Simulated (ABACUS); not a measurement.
Au:

```
CELL_PARAMETERS angstrom
0.00000 2.03500 2.03500
2.03500 0.00000 2.03500
2.03500 2.03500 0.00000
ATOMIC_POSITIONS crystal
Au 0.00000 0.00000 0.00000
```

Base run:

```yaml
Program: ABACUS 3.10.1
Functional: WC
Potentials_or_basis: PseudoDojo NC SR 0.5 PBE standard
Cutoff: 1034 eV
Density_cutoff: 4136 eV
Basis: plane waves
k_mesh: 9 × 9 × 9
Occupations: fermi-dirac, width 0.05 eV
Spin: no spin polarisation
```

Its results: band gap on the k mesh none (metal or under the smearing width); pressure 3.0 GPa.

Problem. The run is repeated on the same cell with these changes: functional from WC to LDA; potentials or basis from PseudoDojo NC SR 0.5 PBE standard to PseudoDojo NC SR 0.4.1 LDA standard. What comes out?

Solution. Band gap on the k mesh none (metal or under the smearing width); pressure -3.4 GPa.

Caveats: the potentials were made for another functional, which shifts forces and pressure (some runs).
